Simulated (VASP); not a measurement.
# GaSb3 (Fm-3m) in VASP: further runs

One crystal, GaSb3, is run at these levels: PBEsol, LDA; tasks: phonons.

Program: VASP 6.6.1. These are calculated values, not measurements. Logs are shortened: lines on timing, memory, paths and dates and some standing lists are left out, and cuts for length are marked.

## (1) The structure

It takes space group Fm-3m (No. 225, cubic). The conventional cell has a = 7.461 Å, b = 7.461 Å, c = 7.461 Å, α = 90.00°, β = 90.00°, γ = 90.00°. Sb (site symmetry m-3m) has 8 Sb at 3.23 Å as nearest neighbours. Sb (site symmetry -43m) has 4 Sb at 3.23 Å and 4 Ga at 3.23 Å as nearest neighbours. Around Ga (site symmetry m-3m) lie 8 Sb at 3.23 Å.

The cell comes from a database or a generator and needn't be the stable form of this composition.

## (2) Phonons, PBEsol

Contents of POSCAR:

```
GaSb3
1.0
    0.0000000000      3.7305950000      3.7305950000
    3.7305950000      0.0000000000      3.7305950000
    3.7305950000      3.7305950000      0.0000000000
Sb Ga
3 1
Direct
    0.5000000000      0.5000000000      0.5000000000
    0.7500000000      0.7500000000      0.7500000000
    0.2500000000      0.2500000000      0.2500000000
    0.0000000000      0.0000000000      0.0000000000
```

Contents of INCAR.step1:

```
SYSTEM = GaSb3
PREC = Accurate ; ENCUT = 600
EDIFF = 1E-8 ; ISMEAR = 0
SIGMA = 0.02 ; LREAL = .FALSE.
LASPH = .TRUE. ; NELM = 80
ALGO = Normal ; ISIF = 3
LWAVE = .FALSE. ; LCHARG = .FALSE.
GGA = PS ; IBRION = 2
NSW = 40 ; EDIFFG = -0.002
KPAR = 4
```

Contents of INCAR.step2:

```
SYSTEM = GaSb3
PREC = Accurate ; ENCUT = 600
EDIFF = 1E-8 ; ISMEAR = 0
SIGMA = 0.02 ; LREAL = .FALSE.
LASPH = .TRUE. ; NELM = 80
ALGO = Normal ; ISIF = 2
LWAVE = .FALSE. ; LCHARG = .FALSE.
GGA = PS ; IBRION = 8
NSW = 1 ; LEPSILON = .TRUE.
KPAR = 4
```

Contents of KPOINTS:

```
regular mesh
0
G
  6 6 6
  0 0 0
```

Potentials or basis: VASP PAW PBE potentials, release 64 (Sb, Ga_d).

Run with:

```sh
$ cat potpaw_PBE.64/Sb/POTCAR potpaw_PBE.64/Ga_d/POTCAR > POTCAR
$ cp INCAR.step1 INCAR
$ mpirun -np 4 vasp_std > vasp.out
$ cp CONTCAR POSCAR
$ cp INCAR.step2 INCAR
$ mpirun -np 4 vasp_std > vasp.out
```

OUTCAR:

```text
SYSTEM = GaSb3
   PREC = Accurate
   ENCUT = 600
   EDIFF = 1E-8
   ISMEAR = 0
   LREAL = .FALSE.
   LASPH = .TRUE.
   NELM = 80
   ISIF = 2
   GGA = PS
   IBRION = 8
   NSW = 1
   LEPSILON = .TRUE.

 ion  position               nearest neighbor table
   1  0.500  0.500  0.500-   3 3.16   3 3.16   3 3.16   2 3.16   3 3.16   2 3.16   2 3.16   2 3.16

   2  0.750  0.750  0.750-   1 3.16   1 3.16   1 3.16   1 3.16   4 3.16   4 3.16   4 3.16   4 3.16
                             3 3.65   3 3.65   3 3.65   3 3.65   3 3.65   3 3.65
   3  0.250  0.250  0.250-   4 3.16   4 3.16   4 3.16   1 3.16   4 3.16   1 3.16   1 3.16   1 3.16
                             2 3.65   2 3.65   2 3.65   2 3.65   2 3.65   2 3.65
   4  0.000  0.000  0.000-   2 3.16   2 3.16   2 3.16   2 3.16   3 3.16   3 3.16   3 3.16   3 3.16

  LATTYP: Found a face centered cubic cell.
 ALAT       =     7.2965301822

  Lattice vectors:

 A1 = (   0.0000000000,   3.6482650911,   3.6482650911)
 A2 = (   3.6482650911,   0.0000000000,   3.6482650911)
 A3 = (   3.6482650911,   3.6482650911,   0.0000000000)

Analysis of symmetry for initial positions (statically):
=====================================================================
 Subroutine PRICEL returns:
 Original cell was already a primitive cell.

 Routine SETGRP: Setting up the symmetry group for a
 face centered cubic supercell.

 Subroutine GETGRP returns: Found 48 space group operations
 (whereof 48 operations were pure point group operations)
 out of a pool of 48 trial point group operations.

The static configuration has the point symmetry O_h .

Analysis of symmetry for dynamics (positions and initial velocities):
=====================================================================
 Subroutine PRICEL returns:
 Original cell was already a primitive cell.

 Routine SETGRP: Setting up the symmetry group for a
 face centered cubic supercell.

 Subroutine GETGRP returns: Found 48 space group operations
 (whereof 48 operations were pure point group operations)
 out of a pool of 48 trial point group operations.

The dynamic configuration has the point symmetry O_h .

 Subroutine INISYM returns: Found 48 space group operations
 (whereof 48 operations are pure point group operations),
 and found     1 'primitive' translations

----------------------------------------------------------------------------------------

                                     Primitive cell

  volume of cell :      97.1156

  direct lattice vectors                    reciprocal lattice vectors
     0.000000000  3.648265091  3.648265091    -0.137051444  0.137051444  0.137051444
     3.648265091  0.000000000  3.648265091     0.137051444 -0.137051444  0.137051444
     3.648265091  3.648265091  0.000000000     0.137051444  0.137051444 -0.137051444

  length of vectors
     5.159425971  5.159425971  5.159425971     0.237380065  0.237380065  0.237380065

  position of ions in fractional coordinates (direct lattice)
     0.500000000  0.500000000  0.500000000
     0.750000000  0.750000000  0.750000000
     0.250000000  0.250000000  0.250000000
[... 518 lines left out ...]
     0.00000  0.00000 -1.08666           ( -0.00000 -0.00000  0.00022)

 PIEZOELECTRIC TENSOR FIELD DIRECTION 3  (C/m^2)
 -----------------------------------------------------------------------------
     0.08887  0.00000  0.00000
     0.00000  0.08887 -0.00000
     0.00000  0.00000 -0.17927

[... ionic steps 4 to 12 ...]

--------------------------------------- Ionic step       13  -------------------------------------------

 Free energy of the ion-electron system (eV)
  ---------------------------------------------------
  ---------------------------------------------------
  free energy    TOTEN  =        -0.16675475 eV

  energy without entropy =       -0.16675475

------------------------ aborting loop because EDIFF is reached ----------------------------------------

 INTERNAL STRAIN TENSOR  FOR ION    4  DIRECTION 1   (eV/Angst):
 -----------------------------------------------------------------------------
    -0.08087 -0.00000  0.00000
     0.00000  0.04340 -0.00000
     0.00000 -0.00000  0.04340

 MACROSCOPIC STATIC DIELECTRIC TENSOR (including local field effects in DFT)
 ------------------------------------------------------
         226.351405    -0.000000     0.000000
           0.000000   226.351405     0.000000
           0.000000     0.000000   226.351405
 ------------------------------------------------------

 PIEZOELECTRIC TENSOR (including local field effects)  for field in x, y, z        (e  Angst)
          XX          YY          ZZ          XY          YZ          ZX
  --------------------------------------------------------------------------------
  x     0.00000     0.00000     0.00000     0.00000     0.00000     0.00000
  y     0.00000     0.00000     0.00000     0.00000     0.00000     0.00000
  z     0.00000     0.00000     0.00000     0.00000     0.00000     0.00000

 PIEZOELECTRIC TENSOR (including local field effects)  for field in x, y, z        (C/m^2)
          XX          YY          ZZ          XY          YZ          ZX
  --------------------------------------------------------------------------------
  x     0.00000     0.00000     0.00000     0.00000     0.00000     0.00000
  y     0.00000     0.00000     0.00000     0.00000     0.00000     0.00000
  z     0.00000     0.00000     0.00000     0.00000     0.00000     0.00000

 BORN EFFECTIVE CHARGES (including local field effects) (in |e|, cummulative output)
 ---------------------------------------------------------------------------------
 ion    1
    1    -3.88018    -0.00000    -0.00000
    2    -0.00000    -3.88018    -0.00000
    3    -0.00000    -0.00000    -3.88018
 ion    2
    1     0.70214     0.00000     0.00000
    2    -0.00000     0.70214     0.00000
    3     0.00000     0.00000     0.70214
 ion    3
    1     0.70214     0.00000     0.00000
    2    -0.00000     0.70214     0.00000
    3     0.00000     0.00000     0.70214
 ion    4
    1     2.47590     0.00000     0.00000
    2    -0.00000     2.47590     0.00000
    3     0.00000     0.00000     2.47590

 INTERNAL STRAIN TENSOR FOR ION    4 for displacements in x,y,z  (eV/Angst):
          X           Y           Z          XY          YZ          ZX
  --------------------------------------------------------------------------------
  x     0.00000     0.00000     0.00000     0.00000     0.00000     0.00000
  y     0.00000     0.00000     0.00000     0.00000     0.00000     0.00000
  z     0.00000     0.00000     0.00000     0.00000     0.00000     0.00000

 SECOND DERIVATIVES (NOT SYMMETRIZED)
 ------------------------------------
               1X          1Y          1Z          2X          2Y          2Z          3X          3Y          3Z          4X          4Y          4Z
  1X    -1.442529   -0.000000   -0.000000    0.324387    0.000000    0.000000    0.324387    0.000000    0.000000    0.793755    0.000000    0.000000
  1Y     0.000000   -1.442529   -0.000000    0.000000    0.324387    0.000000    0.000000    0.324387    0.000000    0.000000    0.793755    0.000000
  1Z    -0.000000   -0.000000   -1.442529    0.000000    0.000000    0.324387    0.000000    0.000000    0.324387    0.000000    0.000000    0.793755
  2X     0.321529    0.000000    0.000000    1.071805    0.000000    0.000000   -1.324155   -0.000000   -0.000000   -0.069178    0.000000   -0.000000
  2Y     0.000000    0.321529    0.000000    0.000000    1.071805    0.000000    0.000000   -1.324155   -0.000000    0.000000   -0.069178   -0.000000
  2Z     0.000000    0.000000    0.321529    0.000000    0.000000    1.071805   -0.000000   -0.000000   -1.324155   -0.000000   -0.000000   -0.069178
  3X     0.321529    0.000000    0.000000   -1.324155   -0.000000   -0.000000    1.071805    0.000000    0.000000   -0.069178    0.000000   -0.000000
  3Y     0.000000    0.321529    0.000000    0.000000   -1.324155   -0.000000    0.000000    1.071805    0.000000    0.000000   -0.069178   -0.000000
  3Z     0.000000    0.000000    0.321529   -0.000000   -0.000000   -1.324155    0.000000    0.000000    1.071805   -0.000000   -0.000000   -0.069178
  4X     0.788474    0.000000    0.000000   -0.081483   -0.000000   -0.000000   -0.081483   -0.000000   -0.000000   -0.625508   -0.000000   -0.000000
  4Y     0.000000    0.788474    0.000000    0.000000   -0.081483   -0.000000    0.000000   -0.081483   -0.000000    0.000000   -0.625508   -0.000000
  4Z     0.000000    0.000000    0.788474   -0.000000   -0.000000   -0.081483   -0.000000   -0.000000   -0.081483   -0.000000   -0.000000   -0.625508

 Eigenvectors and eigenvalues of the dynamical matrix
 ----------------------------------------------------

   1 f  =    2.202825 THz    13.840756 2PiTHz   73.478325 cm-1     9.110147 meV
             X         Y         Z           dx          dy          dz
      3.648265  3.648265  3.648265     0.071737    0.755290    0.000000
      5.472398  5.472398  5.472398    -0.013396   -0.141046   -0.000000
      1.824133  1.824133  1.824133    -0.013396   -0.141046   -0.000000
      0.000000  0.000000  0.000000    -0.058611   -0.617097   -0.000000
[... 71 lines left out ...]
  12 f/i=    2.193088 THz    13.779577 2PiTHz   73.153536 cm-1     9.069878 meV
             X         Y         Z           dx          dy          dz
      3.648265  3.648265  3.648265    -0.000000   -0.000000    0.000000
      5.472398  5.472398  5.472398     0.088332    0.500000   -0.492136
      1.824133  1.824133  1.824133    -0.088332   -0.500000    0.492136
      0.000000  0.000000  0.000000     0.000000   -0.000000   -0.000000

--------------------------------------------------------------------------------------------------------

 MACROSCOPIC STATIC DIELECTRIC TENSOR IONIC CONTRIBUTION
 ------------------------------------------------------
          20.620189    -0.000000     0.000000
          -0.000000    20.620189     0.000000
           0.000000     0.000000    20.620189
 ------------------------------------------------------

 ELASTIC MODULI CONTR FROM IONIC RELAXATION (kBar)
 Direction    XX          YY          ZZ          XY          YZ          ZX
 --------------------------------------------------------------------------------
 XX          -0.0000      0.0000      0.0000      0.0000     -0.0000     -0.0000
 YY          -0.0000     -0.0000      0.0000      0.0000     -0.0000      0.0000
 ZZ           0.0000     -0.0000     -0.0000      0.0000      0.0000     -0.0000
 XY           0.0000      0.0000     -0.0000     -0.0000     -0.0000      0.0000
 YZ          -0.0000     -0.0000      0.0000     -0.0000      0.0000      0.0000
 ZX           0.0000      0.0000     -0.0000      0.0000     -0.0000     -0.0000
 --------------------------------------------------------------------------------

 PIEZOELECTRIC TENSOR IONIC CONTR  for field in x, y, z        (C/m^2)
          XX          YY          ZZ          XY          YZ          ZX
  --------------------------------------------------------------------------------
  x     0.00000     0.00000     0.00000    -0.00000     0.00000     0.00000
  y    -0.00000    -0.00000     0.00000    -0.00000     0.00000     0.00000
  z    -0.00000     0.00000     0.00000     0.00000     0.00000     0.00000
```

Wall time 13 min (4 MPI ranks of Intel Xeon Platinum 8488C (Sapphire Rapids), shared host); peak memory 0.6 GiB.

What came out:

| Property | Result |
| --- | --- |
| Relaxed volume | 24.28 Å³/atom |
| Relaxed cell | a = 5.159 Å, b = 5.159 Å, c = 5.159 Å, α = 60.00°, β = 60.00°, γ = 60.00° |
| Space group after relaxing (to 0.05 Å) | Fm-3m (No. 225) |
| Electronic dielectric tensor (diagonal) | 226.35 |
| Born charges (mean of the diagonal) | Sb -3.88, +0.70; Ga +2.48 e |
| Highest phonon frequency at Γ, LO-TO splitting left out | 73 cm⁻¹ |
| Most unstable mode | 73i cm⁻¹ |

Step by step:
| step | energy change (eV) | largest force (eV/Å) | pressure (GPa) | volume (Å³) |
| --- | --- | --- | --- | --- |
| 1 | 0.0000 | 0.0000 | -3.45 | 103.84 |
| 2 | -0.0766 | 0.0000 | 0.88 | 95.66 |
| 3 | -0.0806 | 0.0000 | 0.09 | 96.97 |
| 4 | -0.0806 | 0.0000 | -0.02 | 97.12 |
| 5 | -0.0806 | 0.0000 | -0.02 | 97.12 |
| 6 | -0.0806 | 0.0000 | -0.02 | 97.12 |
| 7 | -0.0806 | 0.0000 | -0.02 | 97.12 |
| 8 | -0.0806 | 0.0000 | -0.02 | 97.12 |
| 9 | -0.0806 | 0.0000 | -0.02 | 97.12 |
| 10 | -0.0806 | 0.0000 | -0.02 | 97.12 |
| 11 | -0.0806 | 0.0000 | -0.02 | 97.12 |
| 12 | -0.0806 | 0.0000 | -0.02 | 97.12 |
| 13 | -0.0806 | 0.0000 | -0.02 | 97.12 |
| 14 | -0.0806 | 0.0000 | -0.02 | 97.12 |
| 15 | -0.0806 | 0.0000 | -0.02 | 97.12 |
| 16 | -0.0806 | 0.0000 | -0.01 | 97.12 |

Final structure:
```yaml
crystal:
  lattice:
    - [0.00000, 3.64827, 3.64827]
    - [3.64827, 0.00000, 3.64827]
    - [3.64827, 3.64827, 0.00000]
  atoms:
    - { symbol: Sb, position: [0.50000, 0.50000, 0.50000] }
    - { symbol: Sb, position: [0.75000, 0.75000, 0.75000] }
    - { symbol: Sb, position: [0.25000, 0.25000, 0.25000] }
    - { symbol: Ga, position: [0.00000, 0.00000, 0.00000] }
```

Phonon frequencies in cm⁻¹ (negative: imaginary):
```tsv
q point	frequencies
(0.000, 0.000, 0.000)	-73 -73 -73 -1 -1 -1 29 29 29 73 73 73
```

Electronic dielectric tensor:
```
226.35   0.00   0.00
  0.00 226.35   0.00
  0.00   0.00 226.35
```

Born effective charge tensors (e):
atom 1, Sb
```
-3.88  0.00  0.00
 0.00 -3.88  0.00
 0.00  0.00 -3.88
```
atom 2, Sb
```
0.70 0.00 0.00
0.00 0.70 0.00
0.00 0.00 0.70
```
atom 3, Sb
```
0.70 0.00 0.00
0.00 0.70 0.00
0.00 0.00 0.70
```
atom 4, Ga
```
2.48 0.00 0.00
0.00 2.48 0.00
0.00 0.00 2.48
```

Caveat: some modes are imaginary; the PAW data sets were made with another functional, which shifts forces and pressure a little. Spin-orbit coupling is left out, which matters for the levels of Sb.

(Continued in part 2 of 2.)
